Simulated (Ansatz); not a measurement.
Write the native input for Ansatz 0.2.0 that does the following.

* Task: relaxation of cell and atoms
* Functional: PBE
* Potentials or basis: Ansatz PAW
* Cutoff: 420 eV (not typed: the program's choice for these potentials)
* k mesh: 9 × 9 × 9
* Occupations: fermi-dirac, width 0.05 eV
* Spin: no spin polarisation
* Target pressure: 10 GPa
* Target pressure (GPa): 10

Crystal: Na.

```
Na
1.0
    -2.14100    2.14100    2.14100
     2.14100   -2.14100    2.14100
     2.14100    2.14100   -2.14100
Na
1
Direct
  0.00000 0.00000 0.00000
```

One way to write it, as run:

input.yaml

```yaml
crystal:
  lattice:
    - [-2.141, 2.141, 2.141]
    - [2.141, -2.141, 2.141]
    - [2.141, 2.141, -2.141]
  atoms:
    - { symbol: Na, position: [0.0, 0.0, 0.0] }
hamiltonian:
  xc: pbe
  pseudopotentials: { kind: paw }
kpoints:
  mp_grid: { grid: [9, 9, 9] }
scf:
  occupations: { method: fermi_dirac, width: 0.05 }
output:
  forces: true
  stress: true
  eigenvalues: true
relax:
  f_tol: 0.01
  max_steps: 40
  cell: { stress_tol: 0.05, p_target: 10.0 }
```

Potentials or basis: Ansatz PAW.

Launch:

```sh
$ ansatz run input.yaml --threads 2 --pin off --max-ram 5632MiB --backend cpu --events-out ev --progress --plain --runs-dir out
```

Results of the run:

```yaml
Relaxed_volume: 22.32 Å³/atom
Relaxed_cell: a = 3.072 Å, b = 3.072 Å, c = 3.072 Å, α = 109.47°, β = 109.47°, γ = 109.47°
Space_group_after_relaxing_to_0.05_Å: Im-3m (No. 229)
Energy_change_on_relaxing_the_enthalpy_is_what_falls: +300.7 meV/atom
Ionic_steps: 7
Pressure_after_relaxing: 10.0 GPa
Band_gap_on_the_k_mesh: none (metal or under the smearing width)
```

Caveat: the volume moved by over 15 % at a fixed basis, so the end points are rough; the plane-wave basis is chosen anew once the cell has moved, so the energies of steps on either side of that aren't comparable.

It took 5.3 s on 2 threads of Arm Neoverse N1, on a shared host, peak memory 0.27 GiB.
